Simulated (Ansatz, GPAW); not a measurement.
Given: the input of a run of Ansatz 0.2.0 on Hf (Hafnium). 

The input input.yaml:

```yaml
crystal:
  lattice:
    - [3.1967, 0.0, 0.0]
    - [-1.59835, 2.7684234083, 0.0]
    - [0.0, 0.0, 5.0578]
  atoms:
    - { symbol: Hf, position: [0.6666666667, 0.3333333333, 0.75] }
    - { symbol: Hf, position: [0.3333333333, 0.6666666667, 0.25] }
kpoints:
  mp_grid: { grid: [10, 10, 5] }
scf:
  occupations: { method: gaussian, width: 0.025 }
hamiltonian:
  xc: pbe
  pseudopotentials: { kind: all_electron, lapw: { basis_error: 0.001 } }
output:
  forces: true
  stress: true
  eigenvalues: true
```

Potentials or basis: all-electron LAPW, scalar-relativistic.

Run with:

```sh
$ ansatz run input.yaml --threads 1 --pin off --max-ram 3072MiB --backend cpu --events-out ev --progress --plain --runs-dir out
```

Question: What does the same run look like in GPAW 26.7.0 (ASE script)? Potentials or basis there: GPAW PAW data sets (gpaw-data 1.2.1), cutoff 600 eV.

Answer: As run (cutoffs and basis follow the program's own potentials, and thresholds, step limits or extra output files can differ):

run.py

```python
from ase import Atoms
from ase.dft.bandgap import bandgap
from ase.io import write
from ase.units import GPa
from gpaw import GPAW, PW

atoms = Atoms(['Hf', 'Hf'],
              cell=[[3.1967, 0.0, 0.0],
                    [-1.59835, 2.7684234083, 0.0],
                    [0.0, 0.0, 5.0578]],
              scaled_positions=[[0.6666666667, 0.3333333333, 0.75],
                                [0.3333333333, 0.6666666667, 0.25]],
              pbc=True)

calc = GPAW(mode=PW(600),
            xc='PBE',
            kpts={'size': (10, 10, 5), 'gamma': True},
            occupations={'name': 'methfessel-paxton', 'order': 0, 'width': 0.025},
            nbands=24,
            convergence={'density': 1e-05, 'energy': 1e-05},
            maxiter=150,
            txt='gpaw.txt')
atoms.calc = calc
energy = atoms.get_potential_energy()
forces = atoms.get_forces()
stress = atoms.get_stress()
calc.write('gs.gpw')
write('result.traj', atoms)
print(f'Energy: {energy:.6f} eV')
print('Forces (eV/A):')
print(forces.round(4))
print('Stress (GPa):', (stress / GPa).round(3))
print('Fermi level:', round(calc.get_fermi_level(), 4), 'eV')
print(f'Gap: {bandgap(calc)[0]:.4f} eV, direct: {bandgap(calc, direct=True)[0]:.4f} eV')
```

Potentials or basis: GPAW PAW data sets (gpaw-data 1.2.1), pw.

Launch:

```bash
$ OMP_NUM_THREADS=1 python run.py
```

Both were run:

|  | Ansatz | GPAW |
| --- | --- | --- |
| Pressure | 0.6 GPa | 0.9 GPa |

Where Ansatz's input types no cutoff or centring, it takes its own default and a Γ-centred mesh.

Pressure is positive in compression.
